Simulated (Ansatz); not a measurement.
# Fe (Fmmm) in Ansatz: single point with PBEsol

Aim: the single point of Fe with PBEsol.

All numbers are computed with Ansatz 0.2.0; they aren't measurements. Logs are shortened: lines on timing, memory, paths and dates and some standing lists are left out, and cuts for length are marked.

## (1) The cell of the first run

The structure is orthorhombic, space group Fmmm (No. 69). Conventional cell: a = 2.997 Å, b = 3.883 Å, c = 3.930 Å, α = 90.00°, β = 90.00°, γ = 90.00°. Fe (site symmetry mmm) is surrounded by 12 Fe at 2.45 to 2.76 Å.

## (2) Single point, PBEsol, collinear spin, ferromagnetic start (the cell as VASP's run set it)

Contents of input.yaml:

```yaml
crystal:
  lattice:
    - [2.76260589, 0.0, 0.0]
    - [1.3978245357, 2.0379024604, 0.0]
    - [1.3647813601, 0.165658908, 2.0311581831]
  atoms:
    - { symbol: Fe, position: [0.0, 0.0, 0.0], spin: 3.0 }
kpoints:
  mp_grid: { grid: [13, 13, 13] }
scf:
  occupations: { method: gaussian, width: 0.1 }
hamiltonian:
  xc: pbesol
  pseudopotentials: { kind: all_electron, lapw: { basis_error: 0.001 } }
magnetization:
  spin_polarized: true
output:
  forces: true
  stress: true
  eigenvalues: true
```

Potentials or basis: all-electron LAPW, scalar-relativistic.

Launch:

```
$ ansatz run input.yaml --threads 2 --pin off --max-ram 6144MiB --backend cpu --events-out ev --progress --plain --runs-dir out
```

The log of the run:

```text
Warning: RAYON_NUM_THREADS=2 ignored (pool sized by the plan → 2); use --threads N
LAPW: plane waves up to 9.109 Å⁻¹, error target 1.0e-3 eV per atom; small_component_spin mean_spin; Fe in spheres of 1.226 Å, 16 of its electrons in bands, Dirac shells [] (how accurate: hamiltonian.pseudopotentials.lapw.basis_error, Limitations)
Engine: ansatz 0.2.0, x86_64-unknown-linux-gnu
Pseudopotentials: kind: all_electron
Pseudopotential: Fe, LAPW, valence charge 16, lapw/all_electron/scalar/gaussian/Fe, Koelling and Harmon's equation, gaussian nucleus
Functional definition: PBEsol
  exchange = pbesol_x
  correlation = pbesol_c
Crystal: 1 atoms, lattice volume = 11.435 Å³
Basis set: ecut = 316.1318793116598 eV, 149 PW (Γ), FFT grids on a1−a2, a2, a3, exchange–correlation at level 2
Bands: 14, of which v1, the nominal top of the filled ones, is band 8 counted from 1 (7 counted from 0)
Symmetry: 8 space group operations
Space group: Fmmm (ITA 69), of the structure as read, at distance tolerance 2.3e-5 Å
Magnetic group: BNS 69.521 (UNI 619), of the structure as read, at distance tolerance 2.3e-5 Å
k-points: 343 of 2197
Non-local potential: Fe, projectors of the file, none
Initial density: superposition of atomic densities (chi_scale 0.1, normalization cell)
Starting moments: Σ|m| = 3 μB on 1 of 1 site
Initial wavefunctions: plane waves of lowest kinetic energy (no species holds an atomic orbital)
Functional: x = pbesol(κ = 0.804, μ = 0.12345679012345678), c = pbesol(β = 0.046)
iter 1 solved again at ethr=4.41e-5 eV; its pass at ethr=1.00e-1 eV (dr2=7.06e-3 eV) is discarded
SCF iter   1: F=—  HF=-34602.351531 eV  |F-HF|=—  |Δ(HF+E_count)|=         —  Δρ=3.34e-2 (↑3.34e-2 ↓3.13e-2)  dr2=7.18e-3  dr2_m=1.06e-1  M=2.301 μB ∫|m|=2.328 μB  β_m=0.30  ethr=4.41e-5  ⟨swp⟩=3.3  Hψ=72729  notcnv=0
Mixer restart at iter 1: flushing history
preconditioner: auto → none  [metal: Δε(μ)=0.003 eV  Ē_g=14.999 eV  σ=0.100 eV  W_gap=0.02  n_scr=0 (ndim 8)  ℏωp=31.1 eV  f_vac=0.000  D(μ)=1.12/eV (n_scr^D=14)]
SCF iter   2: F=—  HF=-34602.381835 eV  |F-HF|=—  |Δ(HF+E_count)|=   3.03e-2  Δρ=2.24e-2 (↑2.24e-2 ↓2.20e-2)  dr2=1.61e-3  dr2_m=5.08e-2  M=2.302 μB ∫|m|=2.343 μB  β_m=0.52  ethr=4.41e-5  ⟨swp⟩=2.1  Hψ=24331  notcnv=0
SCF iter   3: F=—  HF=-34602.441610 eV  |F-HF|=—  |Δ(HF+E_count)|=   5.98e-2  Δρ=1.16e-2 (↑1.16e-2 ↓1.00e-2)  dr2=2.06e-3  dr2_m=1.12e-2  M=2.184 μB ∫|m|=2.257 μB  β_m=0.48  ethr=1.00e-5  ⟨swp⟩=3.0  Hψ=29653  notcnv=0
iter 4 solved again at ethr=4.38e-8 eV; its pass at ethr=1.00e-5 eV (dr2=7.01e-6 eV) is discarded
SCF iter   4: F=—  HF=-34602.437446 eV  |F-HF|=—  |Δ(HF+E_count)|=   4.16e-3  Δρ=3.05e-4 (↑3.05e-4 ↓2.40e-4)  dr2=7.01e-6  dr2_m=4.97e-6  M=2.176 μB ∫|m|=2.272 μB  β_m=0.74  ethr=4.38e-8  ⟨swp⟩=2.7  Hψ=44742  notcnv=0
SCF iter   5: F=—  HF=-34602.438457 eV  |F-HF|=—  |Δ(HF+E_count)|=         —  Δρ=1.15e-4 (↑1.11e-4 ↓1.15e-4)  dr2=4.42e-7  dr2_m=1.12e-6  M=2.176 μB ∫|m|=2.272 μB  β_m=0.87  ethr=4.38e-8  ⟨swp⟩=2.4  Hψ=24518  notcnv=0
the basis was enlarged: its passes take 1.1 MiB over the memory plan, 2 of 2 planned eigensolver slots
SCF iter   6: F=—  HF=-34602.438540 eV  |F-HF|=—  |Δ(HF+E_count)|=   8.28e-5  Δρ=2.00e-4 (↑1.86e-4 ↓2.00e-4)  dr2=2.35e-7  dr2_m=3.81e-6  M=2.172 μB ∫|m|=2.269 μB  β_m=0.87  ethr=2.76e-9  ⟨swp⟩=3.0  Hψ=26442  notcnv=0
SCF iter   7: F=—  HF=-34602.438534 eV  |F-HF|=—  |Δ(HF+E_count)|=   5.83e-6  Δρ=8.85e-5 (↑8.85e-5 ↓8.32e-5)  dr2=2.81e-8  dr2_m=7.61e-7  M=2.171 μB ∫|m|=2.268 μB  β_m=0.94  ethr=1.47e-9  ⟨swp⟩=2.9  Hψ=25122  notcnv=0
SCF iter   8: F=—  HF=-34602.438534 eV  |F-HF|=—  |Δ(HF+E_count)|=   1.87e-7  Δρ=1.97e-5 (↑1.97e-5 ↓1.83e-5)  dr2=4.87e-9  dr2_m=3.62e-8  M=2.171 μB ∫|m|=2.268 μB  β_m=0.92  ethr=1.76e-10  ⟨swp⟩=2.6  Hψ=25283  notcnv=0
SCF iter   9: F=—  HF=-34602.438534 eV  |F-HF|=—  |Δ(HF+E_count)|=   2.45e-8  Δρ=2.59e-6 (↑2.59e-6 ↓2.56e-6)  dr2=3.32e-11  dr2_m=6.81e-10  M=2.171 μB ∫|m|=2.268 μB  β_m=0.96  ethr=3.04e-11  ⟨swp⟩=2.1  Hψ=24293  notcnv=0
SCF iter  10: F=-34602.438534 eV  HF=-34602.438534 eV  |F-HF|=5.09e-11  |Δ(HF+E_count)|=   9.39e-9  Δρ=2.70e-7 (↑2.70e-7 ↓1.59e-7)  dr2=7.43e-12  dr2_m=1.97e-12  M=2.171 μB ∫|m|=2.268 μB  ethr=1.00e-12  ⟨swp⟩=2.2  Hψ=24359  notcnv=0
SCF 1 converged in 10 iterations: F = -34602.438534 eV  dr2 = 7.43e-12
the search or the solves at the SCF's close seem to have found levels that the self-consistency loop had missed (the run counts 1). By its estimate they hold under 1e-12 electrons; where the run keeps them, the occupations were computed again with them
SCF converged after 10 iterations
Magnetization: 2.1715 μB (9.0857 up, 6.9143 down)
Absolute magnetization: 2.2679 μB (∫|ρ↑−ρ↓|)
Spin contamination: 0.0325 ħ² per cell (⟨S²⟩ above its minimum at these occupations)
Per-site moments (μB) at R_I (Å): [(2.217783513993856, 1.2263435909257467)]
Free energy (F): -34602.438534 eV
Harris-Foulkes:  -34602.438534 eV  (|F-HF|=5.09e-11)
Internal energy: -34602.432564 eV  (E = F + TS)
E sigma→0 (E₀):  -34602.435549 eV
Entropy (-TS):   -0.005970 eV (-5.970 meV/atom)
Fermi energy:    18.384145 eV
--- Per-component energies (eV) ---
  E_band       = -213.006148
  E_kinetic    = 35072.719645
  E_xc         = -1490.032440
  E_electrostatic = -68185.119769  (all electrons and nuclei)
  E_smearing   = -0.005970  (= −TS)
  E_closure    = 0.000000  (closes the sum)
  E_atoms      = -34592.699444  (free atoms, spherical and without spin; not in F)
  Σ components = -34602.438534   (vs F -34602.438534, Δ=0.00e0)
  Basis errors (estimates in eV, not in F): energy 2.6e-4 per atom: plane waves 2.3e-4 (1.2e-4 summed), levels above the bands 0.0e0, relativity 3.1e-8, radial functions 3.1e-5, core shells 6.2e-9; eigenvalues (radial functions only) 1.9e-5; not estimated: angular momenta, meshes, grids; target (lapw.basis_error) 1.0e-3; muffin-tin radii Fe 1.226 Å
--- Forces (eV/Å), atoms counted from 1 ---
  atom   1  Fe     0.00000000    -0.00000000     0.00000000
  max |Σ_I F_I| component: 4.93e-32 eV/Å
--- Stress (GPa, compression-positive) ---
       -8.006576      -0.425093       0.461175
       -0.425093     -12.226786      -3.903858
        0.461175      -3.903858     -11.589998
  P = ⅓ Tr σ = -10.6078 GPa (-106.078 kbar)
--- Band table (eV; the first three rows and the last of 686) ---
  k-point 0 ↑: bands = ["-69.4152", "-35.3504", "-35.3475", "-35.3402", "9.7921", "15.9120", "16.0040", "16.3448", "17.0638", "17.4593", "41.4801", "42.9708", "43.2285", "47.5960"]
  k-point 1 ↑: bands = ["-69.4108", "-35.3710", "-35.3539", "-35.3445", "10.0300", "15.9247", "16.0129", "16.3854", "17.0264", "17.4312", "40.6533", "42.2564", "42.9865", "46.7263"]
  k-point 2 ↑: bands = ["-69.3987", "-35.4368", "-35.3730", "-35.3454", "10.7147", "15.8802", "15.9340", "16.6597", "16.9612", "17.3846", "37.8208", "41.1935", "42.6730", "45.8784"]
  k-point 342 ↓: bands = ["-66.7470", "-33.2274", "-32.9806", "-32.8412", "14.8247", "16.2548", "18.7657", "20.2100", "20.5408", "21.5097", "27.4441", "34.6903", "36.7505", "41.9349"]
```

Run time: 34 s. Hardware: 2 threads of Intel Xeon at 2.70GHz, shared host; peak memory 0.65 GiB.

What came out:

```
Free energy            : -34602.4385 eV
Pressure               : -10.6 GPa
Band gap on the k mesh : none (metal or under the smearing width)
Net moment             : 2.17 μB per cell
Absolute moment        : 2.27 μB per cell
Site moments           : Fe +2.22 μB
```
